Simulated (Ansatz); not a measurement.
In doubt: masses and optical values from hybrid runs of this build are listed as unsure (in some of the runs), which bears on the screening that GW takes from such a start.

Consider BP (honeycomb bilayer).

The cell holds 4 atoms: 2 B and 2 P. Cell: a = 3.192 Å, b = 3.192 Å, c = 30.200 Å, α = 90.0°, β = 90.0°, γ = 120.0°. Regions: layer 1 (BP-hc), 2 atoms (1 B and 1 P); layer 2 (BP-hc), 2 atoms (1 B and 1 P). Vacuum lies along c.

```xyz
4
Lattice="3.1918 0.0000 0.0000 -1.5959 2.7641 0.0000 0.0000 0.0000 30.2000" Properties=species:S:1:pos:R:3
B     0.0000    1.8428   13.3623
P     1.5959    0.9214   13.3922
B     1.5959    0.9214   16.8156
P     0.0000    0.0000   16.8377
```

The structure was relaxed with PBEsol-D3(BJ). The runs that relaxed it are not among those shown.

Gaps computed with Ansatz 0.2.0 without a self-energy: HSE06 1.07 eV.

Question: Estimate the G0W0@HSE06 gap with 6×6×1 mesh, 182 empty bands, screening to 45 eV, PAW set soft_1 files.

About 1.45 eV: on its mesh the run moves the gap from 1.07 eV by +0.39 eV. Bands and cutoff are finite, so the gap is not at the basis limit. The miss can reach some tenths of an eV and take either sign; the mesh is an error of its own. The mesh in the plane is coarse for a sheet; gap and any exciton binding can still move on denser ones.

[Paths, hosts, dates, memory and timing lines, banners, echoed tables and standing remarks are left out of the program output.]

[Logs are printed without paths, hosts, clocks, repeated set-up lines and the standing remarks that a program may print on its own settings, such as how far it seeks lower states.]

[Runs of the session that timed out or met a known fault of the program may be left out.]

[Cells called generated may have been cut or substituted from an entry of the Crystallography Open Database or the Materials Project.]

[Hosts, paths, dates, database ids (printed as entryN), source tags and the programs' standing remarks are cut or masked in the printed files.]
